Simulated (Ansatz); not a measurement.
The system is MnS.

```xyz
2
Lattice="0.0000 2.4735 2.4735 2.4735 0.0000 2.4735 2.4735 2.4735 0.0000" Properties=species:S:1:pos:R:3 pbc="T T T"
Mn    0.0000    0.0000    0.0000
S     3.7102    3.7102    3.7102
```

The cell is a database's computed one.

Program: Ansatz 0.2.0. Alike in all runs: spin collinear, ferromagnetic start; cell as given; k mesh 9 × 9 × 9; cutoff (eV) 344; basis error allowed 0.001 eV/atom.

Problem. Order these runs on this cell by their pressure, lowest first.
A. level LDA; potentials or basis all-electron LAPW, scalar-relativistic; smearing fermi-dirac 0.05 eV
B. level PBEsol; potentials or basis all-electron LAPW, inner shells corrected to Dirac's equation; smearing fermi-dirac 0.05 eV
C. level PBEsol+U; potentials or basis all-electron LAPW, scalar-relativistic; U Mn d U = 2 eV; smearing fermi-dirac 0.05 eV
D. level PBEsol+D4+U; potentials or basis all-electron LAPW, scalar-relativistic; U Mn d U = 4.5 eV; smearing fermi-dirac 0.1 eV

Solution. A (-6.9 GPa), B (-3.0 GPa), C (34.6 GPa), D (49.7 GPa).

Caveats: the moment fell far below its start of 4 μB, so a state of higher moment may lie lower in energy (some runs); the magnetic state may not be the lowest (some runs); U is the effective U less J, on atomic orbitals that reach past the spheres (some runs); a pressure of tens of GPa on the cell as given is suspect, and the run, the potentials or the cell itself is likely at fault (some runs); a cell with one magnetic atom can't hold antiferromagnetic order, which such compounds often take (some runs); pairwise dispersion overbinds metals, which lowers pressure and volume (some runs).

Not every run made on this cell is shown here.
